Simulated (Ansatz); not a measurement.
Run this with Ansatz 0.2.0 through its Python package and show what comes out.

`elastic_gasb.py`:
```python
"""Stiffness tensor and moduli of GaSb."""

import logging
import sys
import warnings

import ansatz as az
import numpy as np

logging.basicConfig(stream=sys.stdout, format="%(levelname)s %(message)s")
log = logging.getLogger("calc")
log.setLevel(logging.INFO)


def main() -> None:
    warnings.simplefilter("ignore", az.DeckWarning)

    system = (
        az.Lattice.from_parameters(5.506868, 5.506868, 3.181414, alpha=90, beta=90, gamma=90)
        .space_group(119, hermann_mauguin="I-4m2")
        .atom("Ga", (0.0, 0.5, 0.25))
        .atom("Sb", (0.0, 0.0, 0.0))
        .primitive()
    )

    model = system.calculation()
    model = model.functional("r2scan").occupations("fermi_dirac", width=0.05)
    model = model.scf(tolerance=1e-09)
    model = model.kpoints(8, 8, 8)
    out = model.elastic(az.ElasticMode.CLAMPED_ION).run()
    elastic = out.elastic

    C = np.asarray(elastic.c_gpa)
    for i in range(6):
        for j in range(i, 6):
            if abs(C[i, j]) > 0.05:
                log.info(f"C{i + 1}{j + 1} = {C[i, j]:.1f} GPa")
    print("smallest eigenvalue of C:", round(elastic.stability.min_eigenvalue_gpa, 1), "GPa; tensor positive definite:", elastic.stability.min_eigenvalue_gpa > 0)
    # averaged moduli need a positive definite tensor
    if elastic.stability.min_eigenvalue_gpa > 0:
        m = elastic.moduli
        log.info(f"K = {m.k_hill_gpa:.1f}, G = {m.g_hill_gpa:.1f}, E = {m.youngs_gpa:.1f} GPa, Poisson ratio {m.poisson:.3f}, K/G = {m.k_hill_gpa / m.g_hill_gpa:.2f}")


if __name__ == "__main__":
    main()
```

```console
$ python elastic_gasb.py
INFO C11 = 119.6 GPa
INFO C12 = 32.1 GPa
INFO C13 = 16.9 GPa
INFO C22 = 119.6 GPa
INFO C23 = 16.9 GPa
INFO C33 = 91.4 GPa
INFO C44 = 36.2 GPa
INFO C55 = 36.2 GPa
INFO C66 = 54.5 GPa
smallest eigenvalue of C: 36.2 GPa; tensor positive definite: True
INFO K = 51.0, G = 42.3, E = 99.4 GPa, Poisson ratio 0.175, K/G = 1.21
```

For a metal this k-point mesh is coarse: on a finer one energies can move by several to tens of meV an atom and pressures by half a GPa or more, differences at one mesh by less. A positive definite tensor excludes instabilities under uniform strain alone; phonons elsewhere in the zone can still be imaginary. The program warned that this SCF threshold is loose for forces or stresses. The cell stands under an uneven stress, so these stress-strain coefficients aren't symmetric, and eigenvalues smaller than that stress decide nothing. These are clamped-ion constants: where atoms have free coordinates under strain, the relaxed-ion ones can be far smaller or negative, so this tensor doesn't settle whether the crystal is stable. The structure comes from a database of computed cells and needn't be a stable or known phase. The constants belong to the cell that was strained; where it wasn't relaxed first it may be under stress. The script silences the warnings on its input, which a real study should read. Finished in 4.7 min on 1 thread of Arm Neoverse V1, with other jobs on the host, peak memory 0.7 GiB.

(A comment or docstring line of the script was reworded after the run, the code is as it ran.)
